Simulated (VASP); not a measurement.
Write the native input for VASP 6.6.1 that does the following.

| Property | Result |
| --- | --- |
| Task | atomic charges |
| Functional | LDA |
| Potentials or basis | VASP PAW LDA potentials, release 64 (Be, H) |
| Cutoff | 500 eV |
| k mesh | 10 × 10 × 6 |
| Occupations | fermi-dirac, width 0.05 eV |
| Spin | no spin polarisation |
| Further INCAR settings | ALGO = Normal; EDIFF = 1e-06 |

The structure of Be4H lies in POSCAR:

```
Be4H
1.0
    3.0129650000     -0.0440970000      0.0264880000
   -1.5446720000      2.5843490000     -0.0139440000
    0.0401840000     -0.0012260000      4.6055370000
Be H
4 1
Cartesian
    1.5064825000     -0.0220485000      0.0132440000
   -0.7723360000      1.2921745000     -0.0069720000
    0.7341465000      1.2701260000      0.0062720000
    0.0200920000     -0.0006130000      2.3027685000
    0.0000000000      0.0000000000      0.0000000000
```

The cell was built by a generator and needn't be a form met in nature.

The cell isn't the ideal one: cell strained at random at fixed volume.

The input as run:

INCAR

```
PREC = Accurate
ENCUT = 500
EDIFF = 1E-6
ISMEAR = -1
SIGMA = 0.05
LREAL = False
LASPH = True
NELM = 100
ALGO = Normal
ISIF = 2
LWAVE = False
LCHARG = False
GGA = CA
LORBIT = 11
```

KPOINTS

```
regular mesh
0
Gamma
  10 10 6
```

Potentials or basis: VASP PAW LDA potentials, release 64 (Be, H).

Command:

```sh
$ cat potpaw_LDA.64/Be/POTCAR potpaw_LDA.64/H/POTCAR > POTCAR
$ mpirun -np 1 vasp_std > vasp.out
```

It gave:

```json
{"Pressure": "96.6 GPa", "Band gap on the k mesh": "none (metal or under the smearing width)", "Valence electrons inside the program's atomic spheres": "Be 2.29, 2.28, 2.23, 0.66; H 0.67"}
```

Wall time 46 s on 1 thread of AMD EPYC 9R45 96-Core Processor (Zen 5), with other jobs on the host, peak memory 0.17 GiB.
